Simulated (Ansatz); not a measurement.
# TaAgS3 (model cell, started as cubic perovskite with Ta in the octahedra): relaxing the cell for a phonon run

Task: relax TaAgS3 (model cell, started as cubic perovskite with Ta in the octahedra) tightly.

Program: Ansatz 0.2.0. Level of theory: DFT PBE, scalar-relativistic, plane waves, PAW. Results are calculated unless marked as measured.

The structure was built from a prototype and need not be the compound's stable phase.

## 1. The structure

Symmetry: Pm-3m, No. 221, cubic system. The conventional cell has a = 4.861 Å, b = 4.861 Å, c = 4.861 Å, α = 90.00°, β = 90.00°, γ = 90.00°. Ag has 12 S at 3.44 Å nearest. Ta has 6 S at 2.43 Å nearest. Nearest to S lie 2 Ta at 2.43 Å. Farther neighbours and most contacts between anions are not listed.

## 2. A coarse first look

First a cheap look: the gap decides the mesh and the occupations, the pressure tells how far the cell has to move.

File input.yaml:

```yaml
crystal:
  lattice:
    - [4.8608, 0.0, 0.0]
    - [0.0, 4.8608, 0.0]
    - [0.0, 0.0, 4.8608]
  atoms:
    - { symbol: Ag, position: [0.0, 0.0, 0.0] }
    - { symbol: Ta, position: [0.5, 0.5, 0.5] }
    - { symbol: S, position: [0.5, 0.5, 0.0] }
    - { symbol: S, position: [0.5, 0.0, 0.5] }
    - { symbol: S, position: [0.0, 0.5, 0.5] }
kpoints:
  mp_grid: { grid: [4, 4, 4] }
hamiltonian:
  xc: pbe
scf:
  occupations: { method: gaussian, width: 0.1 }
output:
  forces: true
  stress: true
  eigenvalues: true
```

The run is started by

```
ansatz run input.yaml --threads 8 --pin off --max-ram 14336MiB --backend cpu --events-out ev --progress --plain --runs-dir out
```

Numbers of over 12 decimals in the logs are rounded to 6 here.

What it wrote:

```text
Engine: ansatz 0.2.0, aarch64-unknown-linux-gnu
Pseudopotentials: kind: paw
Pseudopotential: Ag, paw, valence charge 19, recommended cutoff 420 eV (normal), Ag.paw.azcp
Pseudopotential: Ta, paw, valence charge 13, recommended cutoff 420 eV (normal), Ta.paw.azcp
Pseudopotential: S, paw, valence charge 6, recommended cutoff 420 eV (normal), S.paw.azcp
Functional definition: PBE
  parameter kappa = 0.804
[...]
k-point 0: bands = [... 21 lower, 6.4933, 6.9772, 6.9772, 6.9772, 7.4152, 7.4152, 7.4152, 7.9281, ... 1 higher]
  k-point 1: bands = [... 21 lower, 5.6102, 6.5001, 6.9002, 6.9002, 7.4114, 8.9646, 8.9646, 8.9654, ... 1 higher]
  k-point 2: bands = [... 21 lower, 5.0703, 6.5061, 7.0239, 7.0239, 7.4074, 9.7650, 10.0924, 10.0924, ... 1 higher]
  k-point 9: bands = [... 21 lower, 4.6072, 7.7729, 7.7729, 7.7729, 7.9632, 10.5020, 10.5020, 10.5020, ... 1 higher]
[key lines of the parts left out:]
SCF converged after 7 iterations
Free energy (F): -20230.242994 eV
Fermi energy:    7.603119 eV
P = ⅓ Tr σ = -3.0611 GPa (-30.611 kbar)
```

Run time: 0.84 s. Hardware: 8 threads of Arm Neoverse N1, shared host; peak memory 0.47 GiB.

Numbers from this step:

- pressure: -3.061 GPa
- volume per atom: 22.97 Å³
- gap on the k-mesh: 0 eV

The coarse mesh shows no gap and a pressure of -3.1 GPa.

## 3. Bringing the structure to rest

The cell and atoms are relaxed, since residual forces and stress would shift the frequencies.

Changes to input.yaml since step 2:

```diff
@@ -12,3 +12,3 @@
 kpoints:
-  mp_grid: { grid: [4, 4, 4] }
+  mp_grid: { grid: [8, 8, 8] }
 hamiltonian:
@@ -21 +21,6 @@
   eigenvalues: true
+relax:
+  adjacent_minimum: "off"
+  f_tol: 0.005
+  max_steps: 80
+  cell: { stress_tol: 0.05 }
```

What it wrote:

```text
[...]
Crystal: 5 atoms, lattice volume = 114.848 Å³
Basis set: ecut = 420 eV, 2205 PW (Γ), exchange–correlation on 72×72×72 points (8 copies of the dense FFT grid, shifted against one another)
Bands: 30, of which v1, the nominal top of the filled ones, is band 25 counted from 1 (24 counted from 0)
Symmetry: 48 space group operations
[...]
k-points: 35 of 512
[...]
SCF iter   1: F=—  HF=-20230.209294 eV  |F-HF|=—  |Δ(HF+E_count)|=         —  Δρ=3.63e-3  dr2=1.85e-2  ethr=1.77e-3  ⟨swp⟩=5.4  Hψ=4195  notcnv=0
[...]
SCF iter   6: F=-20230.205065 eV  HF=-20230.205065 eV  |F-HF|=4.52e-8  |Δ(HF+E_count)|=   2.29e-7  Δρ=9.64e-6  dr2=8.23e-8  ethr=2.00e-10  ⟨swp⟩=5.9  Hψ=5051  notcnv=0
SCF 1 converged in 6 iterations: F = -20230.205065 eV  dr2 = 8.23e-8
[...]
relax step   1: F+E_penalty+E_count = -20230.20506489 eV  Δ(F+E_penalty+E_count) = +0.000e0 eV  max|allowed force component| = 4.744e-29 eV/Å  Δτ_max = 0.0000 Å  P = -2.530 GPa  Ω = 114.848 Å³  (6 SCF iters, dr2 threshold 1.00e-7 eV, accepted)
Crystal: 5 atoms, lattice volume = 110.728 Å³
Basis set: ecut = 420 eV, 2109 PW (Γ), exchange–correlation on 72×72×72 points (8 copies of the dense FFT grid, shifted against one another)
[...]
iter 1 solved again at ethr=6.30e-5 eV; its pass at ethr=3.10e-3 eV (dr2=3.15e-2 eV) is discarded
[...]
SCF iter   6: F=-20230.232700 eV  HF=-20230.232700 eV  |F-HF|=1.65e-7  |Δ(HF+E_count)|=   1.06e-6  Δρ=1.95e-5  dr2=3.92e-7  ethr=1.00e-9  ⟨swp⟩=4.7  Hψ=4851  notcnv=0
SCF 2 converged in 6 iterations: F = -20230.232700 eV  dr2 = 3.92e-7
relax step   2: F+E_penalty+E_count = -20230.23270010 eV  Δ(F+E_penalty+E_count) = -2.764e-2 eV  max|allowed force component| = 4.707e-30 eV/Å  Δτ_max = 0.0000 Å  P = +0.540 GPa  Ω = 110.728 Å³  energy of the carried Pulay correction = +7.361e-4 eV  (6 SCF iters, dr2 threshold 5.00e-7 eV, accepted)
Crystal: 5 atoms, lattice volume = 111.431 Å³
[...]
SCF iter   6: F=-20230.233689 eV  HF=-20230.233689 eV  |F-HF|=5.10e-9  |Δ(HF+E_count)|=   4.94e-8  Δρ=1.87e-6  dr2=5.49e-9  ethr=1.52e-10  ⟨swp⟩=2.2  Hψ=3382  notcnv=0
SCF 3 converged in 6 iterations: F = -20230.233689 eV  dr2 = 5.49e-9
relax step   3: F+E_penalty+E_count = -20230.23368923 eV  Δ(F+E_penalty+E_count) = -9.891e-4 eV  max|allowed force component| = 2.682e-30 eV/Å  Δτ_max = 0.0000 Å  P = -0.028 GPa  Ω = 111.431 Å³  energy of the carried Pulay correction = +6.086e-4 eV  (6 SCF iters, dr2 threshold 5.00e-7 eV, accepted)
[...]
SCF iter   6: F=-20230.233096 eV  HF=-20230.233096 eV  |F-HF|=7.28e-12  |Δ(HF+E_count)|=  3.64e-11  Δρ=5.64e-8  dr2=2.83e-12  ethr=1.00e-12  ⟨swp⟩=3.0  Hψ=3716  notcnv=0
SCF 4 converged in 6 iterations: F = -20230.233096 eV  dr2 = 2.83e-12
relax step   4: F+E_penalty+E_count = -20230.23309555 eV  Δ(F+E_penalty+E_count) = +5.937e-4 eV  max|allowed force component| = 4.707e-30 eV/Å  Δτ_max = 0.0000 Å  P = -0.029 GPa  Ω = 111.431 Å³  stress off target by 2.91e-2 GPa  SCF on the basis re-selected at this cell (its energy is not comparable with the rows above)  (6 SCF iters)
basis re-selected at this cell: Δ(F+E_penalty+E_count) = +5.937e-4 eV, ΔP = -0.001 GPa vs the last step (what re-selecting the basis moved, of the pressure what is left beyond the Pulay correction that the steps carried, after the strain that the cell walked since its last selection, with what the two solves' SCF thresholds leave and, on support functions, any second-order correction that the steps lacked; it is no m [...]
SCF converged after 6 iterations
Free energy (F): -20230.233096 eV
[...]
Internal energy: -20230.227107 eV  (E = F + TS)
E sigma→0 (E₀):  -20230.230101 eV
Entropy (-TS):   -0.005989 eV (-1.198 meV/atom)
Fermi energy:    8.202591 eV
[...]
--- Stress (GPa, compression-positive) ---
       -0.029102      -0.000000      -0.000000
       -0.000000      -0.029102       0.000000
       -0.000000       0.000000      -0.029102
  P = ⅓ Tr σ = -0.0291 GPa (-0.291 kbar)
--- Band table (eV; the first three rows and the last of 35) ---
  k-point 0: bands = [... 21 lower, 6.8938, 7.4091, 7.4091, 7.4091, 7.6680, 7.6680, 7.6680, 8.3330, ... 1 higher]
  k-point 1: bands = [... 21 lower, 6.7528, 6.8990, 7.2587, 7.2587, 7.6659, 8.3855, 8.3855, 8.6727, ... 1 higher]
  k-point 2: bands = [... 21 lower, 5.9552, 6.9104, 7.3275, 7.3275, 7.6609, 9.3363, 9.3363, 9.4072, ... 1 higher]
  k-point 34: bands = [... 21 lower, 5.0132, 8.2438, 8.2438, 8.2438, 8.3371, 10.8996, 10.8996, 10.8996, ... 1 higher]
--- Relaxed structure (3 steps of the walk, 3 accepted, 1 SCFs on fresh bases) ---
  F+E_penalty+E_count = -20230.23309555 eV   max|allowed force component| = 4.707e-30 eV/Å   (the final SCF, on the basis selected at the relaxed cell)
  cell:  # Å, volume = 111.4311 Å³
    - [4.812110, 0, 0]
    - [0, 4.812110, 0.0]
    - [0, 0.0, 4.812110]
  atoms:
    - { symbol: Ag, position: [0, 0, 0] }
    - { symbol: Ta, position: [0.5, 0.5, 0.5] }
    - { symbol: S, position: [0.5, 0.5, 0] }
    - { symbol: S, position: [0.5, 0, 0.5] }
    - { symbol: S, position: [0, 0.5, 0.5] }
```

The job ended after 7.7 s (8 threads; peak memory 0.59 GiB).

The steps of the relaxation:

| step | energy less that of the first step (eV) | largest force component (eV/Å) | pressure (GPa) | volume (Å³) |
| --- | --- | --- | --- | --- |
| 1 | 0.0000 | 0.0000 | -2.53 | 114.85 |
| 2 | -0.0276 | 0.0000 | 0.54 | 110.73 |
| 3 | -0.0286 | 0.0000 | -0.03 | 111.43 |
| 4* | -0.0280 | 0.0000 | -0.03 | 111.43 |

Relaxation steps marked * repeat the geometry before them on a plane-wave basis chosen anew for their cell, so energy and pressure can jump there.

Forces are held to the 48 operations that the run works with; a distortion that breaks them can't arise in this run.

| conventional cell, symmetrised | before | after | change |
| --- | --- | --- | --- |
| a (Å) | 4.861 | 4.812 | -1.0 % |
| b (Å) | 4.861 | 4.812 | -1.0 % |
| c (Å) | 4.861 | 4.812 | -1.0 % |
| volume (Å³/atom) | 22.97 | 22.29 | -3.0 % |

The relaxed structure:

```xyz
5
Lattice="4.8121 0.0000 0.0000 0.0000 4.8121 0.0000 0.0000 0.0000 4.8121" Properties=species:S:1:pos:R:3 pbc="T T T"
Ag    0.0000    0.0000    0.0000
Ta    2.4061    2.4061    2.4061
S     2.4061    2.4061    0.0000
S     2.4061    0.0000    2.4061
S     0.0000    2.4061    2.4061
```

Numbers from this step:

- pressure: -0.02910 GPa
- volume per atom: 22.29 Å³

In this step the volume went from 22.97 to 22.29 Å³/atom.

## 4. Relaxing to small forces for the phonons

Phonons need a cell at rest on their own settings, so the relaxation is repeated with tight tolerances on forces and stress, using the mesh and the filling of the phonon run that follows.

File input.yaml:

```yaml
crystal:
  lattice:
    - [4.8121096337, 0.0, 0.0]
    - [0.0, 4.8121096337, 0.0]
    - [0.0, 0.0, 4.8121096337]
  atoms:
    - { symbol: Ag, position: [0.0, 0.0, 0.0] }
    - { symbol: Ta, position: [0.5, 0.5, 0.5] }
    - { symbol: S, position: [0.5, 0.5, 0.0] }
    - { symbol: S, position: [0.5, 0.0, 0.5] }
    - { symbol: S, position: [0.0, 0.5, 0.5] }
kpoints:
  mp_grid: { grid: [8, 8, 8] }
hamiltonian:
  xc: pbe
scf:
  occupations: { method: methfessel_paxton, width: 0.2 }
output:
  forces: true
  stress: true
  eigenvalues: true
relax:
  adjacent_minimum: "off"
  f_tol: 0.001
  max_steps: 60
  cell: { stress_tol: 0.01 }
```

What it wrote:

```text
[...]
Crystal: 5 atoms, lattice volume = 111.431 Å³
Basis set: ecut = 420 eV, 2109 PW (Γ), exchange–correlation on 72×72×72 points (8 copies of the dense FFT grid, shifted against one another)
Bands: 30, of which v1, the nominal top of the filled ones, is band 25 counted from 1 (24 counted from 0)
Symmetry: 48 space group operations
[...]
k-points: 35 of 512
[...]
--- Relaxed structure (2 steps of the walk, 2 accepted, 1 SCFs on fresh bases) ---
[...]
cell:  # Å, volume = 111.3979 Å³
    - [4.811631, 0.0, 0.0]
    - [0, 4.811631, 0.0]
    - [0.0, 0.0, 4.811631]
  atoms:
    - { symbol: Ag, position: [0, 0, 0] }
    - { symbol: Ta, position: [0.500000, 0.500000, 0.500000] }
    - { symbol: S, position: [0.500000, 0.500000, 0] }
    - { symbol: S, position: [0.500000, 0, 0.500000] }
    - { symbol: S, position: [0, 0.500000, 0.500000] }
[key lines of the parts left out:]
SCF converged after 6 iterations
Free energy (F): -20230.226992 eV
Fermi energy:    8.216284 eV
P = ⅓ Tr σ = 0.0039 GPa (0.039 kbar)
```

Run time: 5.7 s. Hardware: 8 threads; peak memory 0.58 GiB.

Little changed from the start: no atom moved by 0.005 Å and no cell edge by 0.1 %.

This step gave:

```yaml
pressure: 0.003883 GPa
volume_per_atom: 22.28 Å³
```

The forces vanish by symmetry and the pressure is 0.004 GPa, within the tolerances set. The cell now holds 22.28 Å³/atom.

## 5. Summary of results

| Property | Result |
| --- | --- |
| space group after relaxation (within 0.01 Å) | Pm-3m |
| lattice constant a | 4.812 Å |
| lattice constant b | 4.812 Å |
| lattice constant c | 4.812 Å |
| volume per atom | 22.3 Å³ |

What this shows: The forces vanish by symmetry and the pressure is 0.004 GPa, within the tolerances set. The cell now holds 22.28 Å³/atom. The relaxation keeps the symmetry of its start, so it says nothing on stability against lower symmetry. Spin-orbit coupling is left out, which can matter for the heavy elements here. The starting cell was built on a prototype and not taken from a measurement, so the phase need not exist.

[Logs are printed without paths, hosts, clocks, repeated set-up lines and the standing remarks that a program may print on its own settings, such as how far it seeks lower states.]

[Hosts, paths, dates, database ids (printed as entryN), source tags and the programs' standing remarks are cut or masked in the printed files.]
